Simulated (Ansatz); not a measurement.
# Cu(111) / 3 layers Zn(0001) / Cu(111): resistance against film thickness, part 2 of 3

How does the resistance across the layers grow with the film in Cu(111) / 3 layers Zn(0001) / Cu(111)?

Ansatz 0.2.0; Ansatz plane-wave DFT, PBE, PAW files; ballistic transport by layer matching (Landauer), zero bias.

So far. Step 2 (With 3 layers): The lead's potential steps by 5.5 meV from period to period, small in itself. The program estimates the junction's conductance to 2.4 % from the k-mesh, 0.1 % from the leads' distance from neutral and 0.3 % from their steps.

## Step 3: With 5 layers, film layers 5

The stack now holds 5 film layers; the k-mesh follows the cell, and the energies span -0.27 to 0.27 eV.

System of this step: Cu(111) / 5 layers Zn(0001) / Cu(111). The cell holds 13 atoms: 8 Cu and 5 Zn. Its edges and angles: a = 2.556 Å, b = 2.556 Å, c = 30.137 Å, α = 90.0°, β = 90.0°, γ = 120.0°. It derives from Cu and Zn. Regions: lead, 8 atoms (8 Cu); films, 5 atoms (5 Zn). The structure is stacked along c, and the current runs across the ab planes.

Contents of input.yaml:

```yaml
crystal:
  lattice:
    - [2.5561627297, 0.0, 0.0]
    - [-1.2780813649, 2.2137018601, 0.0]
    - [0.0, 0.0, 30.1370497987]
  atoms:
    - { symbol: Cu, position: [0.0, 0.0, 0.0346267824] }
    - { symbol: Cu, position: [0.3333333333, 0.6666666667, 0.1038803471] }
    - { symbol: Cu, position: [0.6666666667, 0.3333333333, 0.1731339118] }
    - { symbol: Cu, position: [0.0, 0.0, 0.2423874766] }
    - { symbol: Zn, position: [0.3333333333, 0.6666666667, 0.3216114071] }
    - { symbol: Zn, position: [0.6666666667, 0.3333333333, 0.4108057036] }
    - { symbol: Zn, position: [0.3333333333, 0.6666666667, 0.5] }
    - { symbol: Zn, position: [0.6666666667, 0.3333333333, 0.5891942964] }
    - { symbol: Zn, position: [0.3333333333, 0.6666666667, 0.6783885929] }
    - { symbol: Cu, position: [0.6666666667, 0.3333333333, 0.7576125234] }
    - { symbol: Cu, position: [0.0, 0.0, 0.8268660882] }
    - { symbol: Cu, position: [0.3333333333, 0.6666666667, 0.8961196529] }
    - { symbol: Cu, position: [0.6666666667, 0.3333333333, 0.9653732176] }
kpoints:
  mp_grid: { grid: [17, 17, 1] }
hamiltonian:
  xc: pbe
scf:
  occupations: { method: fermi_dirac, width: 0.1 }
output:
  transmission:
    leads: [[0, 1]]
    kmesh: [32, 32]
    e_range: [-0.27, 0.27]
    de: 0.036
  write_potential: true
  write_density: true
  volumetric_format: npy
```

Command:

```
ansatz run input.yaml --threads 4 --pin off --max-ram 8192MiB --backend cpu --events-out ev --progress --plain --runs-dir out
```

Numbers of over 12 decimals in the logs are rounded to 6 here.

Output:

```text
[...]
Crystal: 13 atoms, lattice volume = 170.533 Å³
Basis set: ecut = 420 eV, 3419 PW (Γ)
Bands: 128, of which v1, the nominal top of the filled ones, is band 106 counted from 1 (105 counted from 0)
Symmetry: 6 space group operations
[...]
k-points: 33 of 289 (time reversal used)
[...]
--- Transmission ---
  basis      : 55 plane waves across, 38 finite elements along
  points     : 102, standing for a mesh of 32 x 32
[...]
filled         : 13.0 meV over the level at which it is neutral
    channels       : 7.880859e-1 a spin
[...]
slowest decay  : 0.0505 /Å at (0.0938, 0.0000)
  junction   : crystal 0 to crystal 0, 0.70 to 28.75 Å
    transmission   : 3.198595e-1 a spin
[...]
resistance     : 1.3548e-3 Ω µm² beyond half of each lead's own
[key lines of the parts left out:]
SCF converged after 12 iterations
Free energy (F): -69596.437998 eV
Fermi energy:    14.178188 eV
```

Wall time 53 s (4 threads of Arm Neoverse V2, shared host); peak memory 1.1 GiB; 3.4 min of CPU time.

Numbers from this step:

* free energy: -69596.4380 eV
* energy at zero smearing: -69596.3759 eV
* Fermi energy: 14.18 eV
* step of the lead's potential: 7.8 meV
* lead conductance per cell: 0.7893 G₀
* conductance of the junction: 4.39e14 S/m²
* junction conductance per cell: 0.3203 G₀
* estimated errors of the junction's conductance: 0, 0, 2.5, 0.9, 0 % (energy step, band edges, k-mesh, leads' steps, distance from neutral)
* area resistance that the stack adds (contact term taken off, spin by spin): 1.355 fΩ m²

Per spin. Transmission, zone mean against energy, zero at the Fermi level:

```
energy (eV)  transmission, zone mean
     -0.270                    0.327
     -0.234                    0.326
     -0.198                    0.324
     -0.162                    0.323
     -0.126                    0.322
     -0.090                    0.321
     -0.054                    0.321
     -0.018                    0.320
      0.018                    0.320
      0.054                    0.320
      0.090                    0.320
      0.126                    0.331
      0.162                    0.353
      0.198                    0.351
      0.234                    0.349
      0.270                    0.346
```

The conductance of the junction is 4.4e14 S/m², 29 % under the 6.2e14 S/m² of the last finished run.

## Step 4: With 6 layers, film layers 6

The stack now holds 6 film layers; the k-mesh follows the cell, and the energies span -0.27 to 0.27 eV.

System of this step: Cu(111) / 6 layers Zn(0001) / Cu(111). The cell holds 14 atoms: 8 Cu and 6 Zn. Cell: a = 2.556 Å, b = 2.556 Å, c = 32.858 Å, α = 92.2°, β = 87.8°, γ = 120.0°. It derives from Cu and Zn. Regions: lead, 8 atoms (8 Cu); films, 6 atoms (6 Zn). The structure is stacked along c, and the current runs across the ab planes.

Contents of input.yaml:

```yaml
crystal:
  lattice:
    - [2.5561627297, 0.0, 0.0]
    - [-1.2780813649, 2.2137018601, 0.0]
    - [1.2780813649, -0.73790062, 32.8251027518]
  atoms:
    - { symbol: Cu, position: [0.9894029368, 0.0105970632, 0.0317911896] }
    - { symbol: Cu, position: [0.3015421438, 0.6984578562, 0.0953735687] }
    - { symbol: Cu, position: [0.6136813507, 0.3863186493, 0.1589559479] }
    - { symbol: Cu, position: [0.9258205576, 0.0741794424, 0.2225383271] }
    - { symbol: Zn, position: [0.2349084676, 0.7650915324, 0.2952745972] }
    - { symbol: Zn, position: [0.5409450806, 0.4590549194, 0.3771647583] }
    - { symbol: Zn, position: [0.1803150269, 0.8196849731, 0.4590549194] }
    - { symbol: Zn, position: [0.4863516398, 0.5136483602, 0.5409450806] }
    - { symbol: Zn, position: [0.1257215861, 0.8742784139, 0.6228352417] }
    - { symbol: Zn, position: [0.4317581991, 0.5682418009, 0.7047254028] }
    - { symbol: Cu, position: [0.740846109, 0.259153891, 0.7774616729] }
    - { symbol: Cu, position: [0.052985316, 0.947014684, 0.8410440521] }
    - { symbol: Cu, position: [0.3651245229, 0.6348754771, 0.9046264313] }
    - { symbol: Cu, position: [0.6772637299, 0.3227362701, 0.9682088104] }
kpoints:
  mp_grid: { grid: [17, 17, 1] }
hamiltonian:
  xc: pbe
scf:
  occupations: { method: fermi_dirac, width: 0.1 }
output:
  transmission:
    leads: [[0, 1]]
    kmesh: [32, 32]
    e_range: [-0.27, 0.27]
    de: 0.036
  write_potential: true
  write_density: true
  volumetric_format: npy
```

Output:

```text
[...]
--- Transmission ---
  basis      : 55 plane waves across, 41 finite elements along
  points     : 273, standing for a mesh of 32 x 32
[...]
filled         : 14.7 meV over the level at which it is neutral
    channels       : 7.880859e-1 a spin
[...]
slowest decay  : 0.0510 /Å at (0.0938, 0.0000)
  junction   : crystal 0 to crystal 0, 0.70 to 31.44 Å
    transmission   : 3.140249e-1 a spin
[...]
resistance     : 1.3950e-3 Ω µm² beyond half of each lead's own
[key lines of the parts left out:]
SCF converged after 12 iterations
Free energy (F): -72915.456345 eV
Fermi energy:    13.908883 eV
```

The job ended after 1.8 min (4 threads; peak memory 1.7 GiB).

Numbers from this step:

```yaml
free_energy: -72915.4563 eV
energy_at_zero_smearing: -72915.3958 eV
fermi_energy: 13.91 eV
step_of_the_lead_s_potential: 10.9 meV
conductance_of_the_junction: 4.31e14 S/m²
junction_conductance_per_cell: 0.3148 G₀
estimated_errors_of_the_junction_s_conductance: 0, 0, 4.3, 1.4, 0.1 % (energy step, band edges, k-mesh, leads' steps, distance from neutral)
area_resistance_that_the_stack_adds_contact_term_taken_off_spin_by_spin: 1.395 fΩ m²
```

Per spin. The transmission, zone mean by energy, zero at the Fermi level:

```csv
energy (eV),"transmission, zone mean"
-0.270,0.338
-0.234,0.335
-0.198,0.330
-0.162,0.325
-0.126,0.321
-0.090,0.318
-0.054,0.316
-0.018,0.314
0.018,0.314
0.054,0.314
0.090,0.316
0.126,0.317
0.162,0.322
0.198,0.327
0.234,0.333
0.270,0.339
```

The conductance of the junction is 4.3e14 S/m², 1.7 % under the 4.4e14 S/m² of the last finished run, within the error estimates, leads' steps apart, of 2.5 and 4.3 %.

## Step 5: With 8 layers, film layers 8

The stack now holds 8 film layers; the k-mesh follows the cell, and the energies span -0.27 to 0.27 eV.

System of this step: Cu(111) / 8 layers Zn(0001) / Cu(111). The cell holds 16 atoms: 8 Cu and 8 Zn. Cell: a = 2.556 Å, b = 2.556 Å, c = 38.230 Å, α = 91.9°, β = 88.1°, γ = 120.0°. It derives from Cu and Zn. Regions: lead, 8 atoms (8 Cu); films, 8 atoms (8 Zn). The structure is stacked along c, and the current runs across the ab planes.

Contents of input.yaml:

```yaml
crystal:
  lattice:
    - [2.5561627297, 0.0, 0.0]
    - [-1.2780813649, 2.2137018601, 0.0]
    - [1.2780813649, -0.73790062, 38.2012086581]
  atoms:
    - { symbol: Cu, position: [0.9908942753, 0.0091057247, 0.027317174] }
    - { symbol: Cu, position: [0.3060161593, 0.6939838407, 0.081951522] }
    - { symbol: Cu, position: [0.6211380433, 0.3788619567, 0.1365858701] }
    - { symbol: Cu, position: [0.9362599273, 0.0637400727, 0.1912202181] }
    - { symbol: Zn, position: [0.2487599273, 0.7512400727, 0.2537202181] }
    - { symbol: Zn, position: [0.5586380433, 0.4413619567, 0.3240858701] }
    - { symbol: Zn, position: [0.2018494927, 0.7981505073, 0.394451522] }
    - { symbol: Zn, position: [0.5117276087, 0.4882723913, 0.464817174] }
    - { symbol: Zn, position: [0.154939058, 0.845060942, 0.535182826] }
    - { symbol: Zn, position: [0.464817174, 0.535182826, 0.605548478] }
    - { symbol: Zn, position: [0.1080286234, 0.8919713766, 0.6759141299] }
    - { symbol: Zn, position: [0.4179067394, 0.5820932606, 0.7462797819] }
    - { symbol: Cu, position: [0.7304067394, 0.2695932606, 0.8087797819] }
    - { symbol: Cu, position: [0.0455286234, 0.9544713766, 0.8634141299] }
    - { symbol: Cu, position: [0.3606505073, 0.6393494927, 0.918048478] }
    - { symbol: Cu, position: [0.6757723913, 0.3242276087, 0.972682826] }
kpoints:
  mp_grid: { grid: [17, 17, 1] }
hamiltonian:
  xc: pbe
scf:
  occupations: { method: fermi_dirac, width: 0.1 }
output:
  transmission:
    leads: [[0, 1]]
    kmesh: [32, 32]
    e_range: [-0.27, 0.27]
    de: 0.036
  write_potential: true
  write_density: true
  volumetric_format: npy
```

Output:

```text
[...]
Crystal: 16 atoms, lattice volume = 216.165 Å³
Basis set: ecut = 420 eV, 4315 PW (Γ)
Bands: 149, of which v1, the nominal top of the filled ones, is band 124 counted from 1 (123 counted from 0)
Symmetry: 4 space group operations
k-points: 81 of 289
[...]
--- Transmission ---
  basis      : 55 plane waves across, 48 finite elements along
  points     : 273, standing for a mesh of 32 x 32
[...]
filled         : 13.5 meV over the level at which it is neutral
    channels       : 7.880859e-1 a spin
[...]
slowest decay  : 0.0505 /Å at (0.0938, 0.0000)
  junction   : crystal 0 to crystal 0, 0.70 to 36.81 Å
    transmission   : 3.251122e-1 a spin
[...]
resistance     : 1.3316e-3 Ω µm² beyond half of each lead's own
[key lines of the parts left out:]
SCF converged after 12 iterations
Free energy (F): -79553.494706 eV
Fermi energy:    13.485422 eV
```

Wall time 2.1 min (4 threads); peak memory 2.1 GiB; 7.9 min of CPU time.

This step gave:

- free energy: -79553.4947 eV
- energy at zero smearing: -79553.4268 eV
- Fermi energy: 13.49 eV
- step of the lead's potential: 9.7 meV
- conductance of the junction: 4.43e14 S/m²
- junction conductance per cell: 0.3236 G₀
- estimated errors of the junction's conductance: 0, 0, 8.9, 2.2, 0 % (energy step, band edges, k-mesh, leads' steps, distance from neutral)
- area resistance that the stack adds (contact term taken off, spin by spin): 1.332 fΩ m²

Per spin. The transmission, zone mean by energy, zero at the Fermi level:

```
energy (eV)  transmission, zone mean
     -0.270                    0.293
     -0.234                    0.295
     -0.198                    0.298
     -0.162                    0.304
     -0.126                    0.312
     -0.090                    0.319
     -0.054                    0.323
     -0.018                    0.325
      0.018                    0.325
      0.054                    0.321
      0.090                    0.321
      0.126                    0.313
      0.162                    0.307
      0.198                    0.304
      0.234                    0.303
      0.270                    0.303
```

The conductance of the junction is 4.4e14 S/m², 2.8 % over the 4.3e14 S/m² of the last finished run, within the error estimates, leads' steps apart, of 4.3 and 8.9 %.

## Step 6: With 10 layers, film layers 10

The stack now holds 10 film layers; the k-mesh follows the cell, and the energies span -0.27 to 0.27 eV.

System of this step: Cu(111) / 10 layers Zn(0001) / Cu(111). The cell holds 18 atoms: 8 Cu and 10 Zn. Cell: a = 2.556 Å, b = 2.556 Å, c = 43.602 Å, α = 91.7°, β = 88.3°, γ = 120.0°. It derives from Cu and Zn. Regions: lead, 8 atoms (8 Cu); films, 10 atoms (10 Zn). The structure is stacked along c, and the current runs across the ab planes.

Contents of input.yaml:

```yaml
crystal:
  lattice:
    - [2.5561627297, 0.0, 0.0]
    - [-1.2780813649, 2.2137018601, 0.0]
    - [1.2780813649, -0.73790062, 43.5773145645]
  atoms:
    - { symbol: Cu, position: [0.9920176429, 0.0079823571, 0.0239470714] }
    - { symbol: Cu, position: [0.3093862619, 0.6906137381, 0.0718412143] }
    - { symbol: Cu, position: [0.626754881, 0.373245119, 0.1197353571] }
    - { symbol: Cu, position: [0.9441235, 0.0558765, 0.1676295] }
    - { symbol: Zn, position: [0.2591936952, 0.7408063048, 0.2224189143] }
    - { symbol: Zn, position: [0.5719654667, 0.4280345333, 0.2841036] }
    - { symbol: Zn, position: [0.2180705714, 0.7819294286, 0.3457882857] }
    - { symbol: Zn, position: [0.5308423429, 0.4691576571, 0.4074729714] }
    - { symbol: Zn, position: [0.1769474476, 0.8230525524, 0.4691576571] }
    - { symbol: Zn, position: [0.489719219, 0.510280781, 0.5308423429] }
    - { symbol: Zn, position: [0.1358243238, 0.8641756762, 0.5925270286] }
    - { symbol: Zn, position: [0.4485960952, 0.5514039048, 0.6542117143] }
    - { symbol: Zn, position: [0.0947012, 0.9052988, 0.7158964] }
    - { symbol: Zn, position: [0.4074729714, 0.5925270286, 0.7775810857] }
    - { symbol: Cu, position: [0.7225431667, 0.2774568333, 0.8323705] }
    - { symbol: Cu, position: [0.0399117857, 0.9600882143, 0.8802646429] }
    - { symbol: Cu, position: [0.3572804048, 0.6427195952, 0.9281587857] }
    - { symbol: Cu, position: [0.6746490238, 0.3253509762, 0.9760529286] }
kpoints:
  mp_grid: { grid: [17, 17, 1] }
hamiltonian:
  xc: pbe
scf:
  occupations: { method: fermi_dirac, width: 0.1 }
output:
  transmission:
    leads: [[0, 1]]
    kmesh: [32, 32]
    e_range: [-0.27, 0.27]
    de: 0.036
  write_potential: true
  write_density: true
  volumetric_format: npy
```

Output:

```text
[...]
Crystal: 18 atoms, lattice volume = 246.586 Å³
Basis set: ecut = 420 eV, 4915 PW (Γ)
Bands: 164, of which v1, the nominal top of the filled ones, is band 136 counted from 1 (135 counted from 0)
Symmetry: 4 space group operations
k-points: 81 of 289
[...]
--- Transmission ---
  basis      : 55 plane waves across, 55 finite elements along
  points     : 273, standing for a mesh of 32 x 32
[...]
filled         : 15.7 meV over the level at which it is neutral
    channels       : 7.880859e-1 a spin
[...]
slowest decay  : 0.0516 /Å at (0.0938, 0.0000)
  junction   : crystal 0 to crystal 0, 0.70 to 42.19 Å
    transmission   : 3.181440e-1 a spin
[...]
resistance     : 1.4045e-3 Ω µm² beyond half of each lead's own
[key lines of the parts left out:]
SCF converged after 13 iterations
Free energy (F): -86191.532675 eV
Fermi energy:    13.161590 eV
```

It took 2.3 min on 4 threads; peak memory 2.6 GiB; 8.8 min of CPU time.

This step gave:

| Item | Value |
| --- | --- |
| free energy | -86191.5327 eV |
| energy at zero smearing | -86191.4609 eV |
| Fermi energy | 13.16 eV |
| step of the lead's potential | 8.8 meV |
| lead conductance per cell | 0.7894 G₀ |
| conductance of the junction | 4.29e14 S/m² |
| junction conductance per cell | 0.3135 G₀ |
| estimated errors of the junction's conductance | 0.2, 0, 8.7, 2.3, 0.9 % (energy step, band edges, k-mesh, leads' steps, distance from neutral) |
| area resistance that the stack adds (contact term taken off, spin by spin) | 1.404 fΩ m² |

Per spin. Transmission, zone mean against energy, zero at the Fermi level:

| energy (eV) | transmission, zone mean |
| --- | --- |
| -0.270 | 0.296 |
| -0.234 | 0.293 |
| -0.198 | 0.286 |
| -0.162 | 0.288 |
| -0.126 | 0.293 |
| -0.090 | 0.298 |
| -0.054 | 0.302 |
| -0.018 | 0.311 |
| 0.018 | 0.318 |
| 0.054 | 0.320 |
| 0.090 | 0.326 |
| 0.126 | 0.342 |
| 0.162 | 0.368 |
| 0.198 | 0.366 |
| 0.234 | 0.355 |
| 0.270 | 0.341 |

The conductance of the junction is 4.3e14 S/m², 3.1 % under the 4.4e14 S/m² of the last finished run, within the error estimates, leads' steps apart, of 8.9 and 8.7 %.

(Part 2 of 3 ends here.)

[Logs are printed without paths, hosts, clocks, repeated set-up lines and the standing remarks that a program may print on its own settings, such as how far it seeks lower states.]

[Hosts, paths, dates, database ids (printed as entryN), source tags and the programs' standing remarks are cut or masked in the printed files.]
